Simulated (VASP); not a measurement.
## V: relaxation of cell and atoms with PBE

The system is V.

```xyz
4
Lattice="4.0098 0.0000 0.0000 0.0000 4.0098 0.0000 0.0000 0.0000 4.0098" Properties=species:S:1:pos:R:3 pbc="T T T"
V     0.1203    0.1203    0.1203
V     1.8846    3.8895    2.1252
V     2.1252    1.8846    3.8895
V     3.8895    2.1252    1.8846
```

The cell was built by a generator and needn't be a form met in nature.

| Item | Value |
| --- | --- |
| Program | VASP 6.6.1 |
| Task | relaxation of cell and atoms |
| Functional | PBE |
| Potentials or basis | VASP PAW PBE potentials, release 64 (V_sv) |
| Cutoff | 600 eV |
| k mesh | 4 × 4 × 4 |
| Occupations | gaussian, width 0.1 eV |
| Spin | collinear spin, typed start |
| Starting moments | [0.54, 0.54, 0.54, 0.54] μB |
| Dipole correction | no |
| Further INCAR settings | ALGO = Normal; EDIFF = 1e-07; IBRION = 2; EDIFFG = -0.04; NSW = 90; ISIF = 3 |

```yaml
Relaxed_volume: 13.98 Å³/atom
Relaxed_cell: a = 3.824 Å, b = 3.824 Å, c = 3.824 Å, α = 90.00°, β = 90.00°, γ = 90.00°
Space_group_after_relaxing_to_0.05_Å: Fm-3m (No. 225)
Energy_gained_by_relaxing: 213.0 meV/atom
Ionic_steps: 7
Pressure_after_relaxing: -0.1 GPa
Largest_force_after_relaxing: 0.023 eV/Å
Band_gap_on_the_k_mesh: none (metal or under the smearing width)
Net_moment: 1.93 μB per cell
Site_moments: V +0.41 μB
Valence_electrons_inside_the_program's_atomic_spheres: V 11.58
```

Forces on the atoms (eV/Å):
```
V   -0.014 -0.014 -0.014
V    0.014  0.014 -0.014
V   -0.014  0.014  0.014
V    0.014 -0.014  0.014
```

Step by step:
| step | energy change (eV) | largest force (eV/Å) | pressure (GPa) | volume (Å³) |
| --- | --- | --- | --- | --- |
| 1 | 0.0000 | 0.7845 | -15.68 | 64.47 |
| 2 | -0.1982 | 1.1920 | 21.73 | 50.85 |
| 3 | -0.4930 | 1.0790 | 1.58 | 56.24 |
| 4 | -0.6758 | 0.7252 | 1.84 | 55.77 |
| 5 | -0.8378 | 0.0492 | 3.84 | 54.73 |
| 6 | -0.8042 | 0.0131 | -6.49 | 58.18 |
| 7 | -0.8521 | 0.0235 | -0.10 | 55.92 |

Final structure:
```xyz
4
Lattice="3.8240 0.0000 0.0000 0.0000 3.8240 0.0000 0.0000 0.0000 3.8240" Properties=species:S:1:pos:R:3 pbc="T T T"
V     0.0026    0.0026    0.0026
V     1.9094    3.8214    1.9146
V     1.9146    1.9094    3.8214
V     3.8214    1.9146    1.9094
```

Levels at points of the mesh, in eV from the Fermi level:
Spin up:
| k point | band 25 | band 26 | band 27 | band 28 | band 29 | band 30 | band 31 | band 32 |
| --- | --- | --- | --- | --- | --- | --- | --- | --- |
| (0.00, 0.00, 0.00) | -0.04 | -0.04 | 1.69 | 1.69 | 2.82 | 2.82 | 2.82 | 3.13 |
| (0.50, 0.00, 0.00) | -1.20 | -1.20 | 0.44 | 0.44 | 1.22 | 1.22 | 1.22 | 1.22 |
| (0.50, 0.50, 0.00) | -0.89 | -0.89 | -0.87 | -0.87 | 0.86 | 0.86 | 0.87 | 0.87 |
| (0.50, 0.50, 0.50) | -0.15 | -0.15 | -0.15 | -0.15 | 0.63 | 0.63 | 0.63 | 0.63 |
Spin down:
```
           k point  band 21  band 22  band 23  band 24  band 25  band 26  band 27  band 28
(0.00, 0.00, 0.00)    -2.43    -2.43    -2.43     0.33     0.33     0.33     2.05     2.05
(0.50, 0.00, 0.00)    -1.20    -1.20    -0.85    -0.85    -0.85    -0.85     0.78     0.78
(0.50, 0.50, 0.00)    -0.84    -0.84    -0.82    -0.82    -0.57    -0.57    -0.55    -0.55
(0.50, 0.50, 0.50)     0.21     0.21     0.21     0.21     0.21     0.21     0.21     0.21
```

Wall time 3.8 min on 1 thread of Intel(R) Xeon(R) Platinum 8488C (Sapphire Rapids), on a shared host, peak memory 0.22 GiB.

Caveat: the k mesh is coarse (spacing up to 0.39 Å⁻¹), so the values aren't converged.
